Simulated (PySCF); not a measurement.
Compound: urea, CH₄N₂O.
Numbering: `[NH2:1][C:2]([NH2:3])=[O:4]` (hydrogens: H5, H6 on N1; H7, H8 on N3)

Computed by this run: PySCF, PBE0-D3(BJ)/def2-SVP geometry optimisation, gas phase; density fitting, grid level 1; the optimiser is geomeTRIC in internal coordinates, started from a GFN2-xTB structure with every atom displaced at random (about 0.01 Å).

Step 5: E = -6118.7741 eV
```
atom  x, y, z in Å  |  force x, y, z in eV/Å
N1      1.0898    0.0101    0.4241    0.208   0.067  -0.108
C2     -0.0421    0.4865   -0.1875   -0.013   0.065   0.176
N3     -1.0620   -0.4277   -0.2457   -0.215  -0.168  -0.023
O4     -0.1432    1.6170   -0.6154    0.093   0.011  -0.073
H5      1.8164    0.6920    0.5873   -0.004   0.004   0.055
H6      1.0803   -0.8136    1.0073   -0.026   0.033   0.026
H7     -0.8590   -1.4143   -0.1672   -0.038  -0.019  -0.064
H8     -1.8298   -0.1734   -0.8519   -0.005   0.007   0.011
```

Step 6: E = -6118.7789 eV
```
atom  x, y, z in Å  |  force x, y, z in eV/Å
N1      1.1010    0.0135    0.4189    0.091  -0.060  -0.002
C2     -0.0417    0.4824   -0.1798    0.072  -0.043  -0.084
N3     -1.0639   -0.4350   -0.2443   -0.181  -0.035   0.011
O4     -0.1399    1.6068   -0.6241    0.001   0.046   0.026
H5      1.8182    0.7020    0.5981   -0.039   0.022   0.011
H6      1.0893   -0.8039    1.0121   -0.021   0.036   0.027
H7     -0.8806   -1.4276   -0.1864    0.050   0.035  -0.019
H8     -1.8320   -0.1616   -0.8435    0.027  -0.001   0.031
```

Step 7: E = -6118.7808 eV
```
atom  x, y, z in Å  |  force x, y, z in eV/Å
N1      1.1145   -0.0072    0.4015   -0.006   0.091  -0.082
C2     -0.0346    0.4713   -0.1816   -0.155  -0.079  -0.151
N3     -1.0749   -0.4338   -0.2319    0.098   0.047   0.059
O4     -0.1213    1.5975   -0.6256   -0.012  -0.025   0.074
H5      1.7856    0.7221    0.5986    0.111  -0.065   0.065
H6      1.0947   -0.7968    1.0314   -0.036   0.036   0.053
H7     -0.8729   -1.4246   -0.2113   -0.023   0.001  -0.022
H8     -1.8406   -0.1519   -0.8300    0.024  -0.006   0.003
```

Q: Estimate the geometry and energy of step 8. (The exact step hangs on the optimiser's Hessian estimate; all steps are aligned on step 7, rigid shifts and turns removed.)

A: E = -6118.7845 eV, largest force 0.155 eV/Å
```
atom  x, y, z in Å  |  force x, y, z in eV/Å
N1      1.1164   -0.0033    0.3960   -0.018  -0.067  -0.058
C2     -0.0351    0.4712   -0.1896   -0.045   0.099   0.056
N3     -1.0744   -0.4370   -0.2272    0.139   0.067   0.016
O4     -0.1286    1.6009   -0.6234   -0.034  -0.094  -0.009
H5      1.8039    0.7086    0.6020   -0.002   0.007  -0.010
H6      1.0771   -0.7820    1.0383   -0.019  -0.004   0.040
H7     -0.8671   -1.4267   -0.2231   -0.006  -0.013  -0.019
H8     -1.8418   -0.1549   -0.8220   -0.016   0.005  -0.016
```

The energy changes by -0.0037 eV. The first-order estimate −F·Δx gives -0.0073 eV and the mean of the old and new forces, exact on a quadratic surface, -0.0036 eV. The step makes an angle of 58° with the force vector and moves no atom by more than 0.024 Å.

The cost below is that of the whole optimisation. On one thread, Intel Xeon 6975P-C (x86_64), no GPU, on a shared host, this took 12 s wall and 0.33 GiB of memory at its peak.
